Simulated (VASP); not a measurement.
# Hf: restarted molecular dynamics, 2 variants

Hf, P6/mmm (no. 191), 12 atoms in the cell. PBE, molecular dynamics; PAW potentials Hf (PBE set).

| Restart from | Temperature at the end (K) | The same without a restart (K) | Potential energy at the end (eV/atom) | The same without a restart (eV/atom) | Electronic steps in the first step after the restart | Time (s) |
|---|---|---|---|---|---|---|
| CONTCAR with velocities, WAVECAR read | 1367.0 | 1367.0 | -9.82123 | -9.82123 | 5 | 448 |
| CONTCAR with velocities, no WAVECAR | 1367.0 | 1367.0 | -9.82123 | -9.82123 | 17 | 466 |

Limits: 240 fs of 12 atoms are too short for converged averages; the cell is only 5.0 Å across, so each atom moves in step with near copies of itself.

## Input of the first row

INCAR.step1:
```
SYSTEM = Hf
  GGA = PE
  PREC = Normal
  ENCUT = 220
  EDIFF = 1E-6
  NELMIN = 4
  NELM = 60
  ALGO = Fast
  LREAL = Auto
  LASPH = .True.
  ISMEAR = -1
  SIGMA = 0.069
  ISYM = 0
  LWAVE = .True.
  LCHARG = .False.
  IBRION = 0
  NSW = 30
  POTIM = 4.0
  TEBEG = 1600
  ISIF = 2
  RANDOM_SEED = 342971 0 0
  MDALGO = 4
  NHC_NCHAINS = 3
  NHC_PERIOD = 30
  KPAR = 2
```

INCAR.step2, as INCAR.step1 but for:
```
- LWAVE = .True.
+ LWAVE = .False.
```

KPOINTS:
```
k-points
0
Gamma
  3 2 2
```

POSCAR.step1:
```
Hf
1.0
    4.9623295440      0.0000000000      0.0000000000
    0.0000000000      8.5950068940      0.0000000000
    0.0000000000      0.0000000000      6.1724645000
Hf
12
Direct
    0.0000000000      0.0000000000      0.0000000000
    0.0000000000      0.0000000000      0.5000000000
    0.5000000000      0.5000000000      0.0000000000
    0.5000000000      0.5000000000      0.5000000000
    0.0000000000      0.3333333334      0.2500000000
    0.0000000000      0.3333333334      0.7500000000
    0.4999999999      0.8333333334      0.2500000000
    0.4999999999      0.8333333334      0.7500000000
    0.5000000000      0.1666666666      0.2500000000
    0.5000000000      0.1666666666      0.7500000000
    0.0000000001      0.6666666666      0.2500000000
    0.0000000001      0.6666666666      0.7500000000
```

Commands (each step's output is kept before the next begins):
```
cat potpaw_PBE.64/Hf/POTCAR > POTCAR
cp INCAR.step1 INCAR
cp POSCAR.step1 POSCAR
mpirun -np 2 vasp_std > vasp.out
cp CONTCAR POSCAR
cp INCAR.step2 INCAR
mpirun -np 2 vasp_std > vasp.out
```

Changes of the last row against the first:
```
(step 1)
- LWAVE = True
+ LWAVE = False
```

VASP 6.6.1 took 448 s on 2 cores (Intel Xeon Platinum 8259CL @ 2.50GHz (Skylake/Cascade Lake)), a shared host.
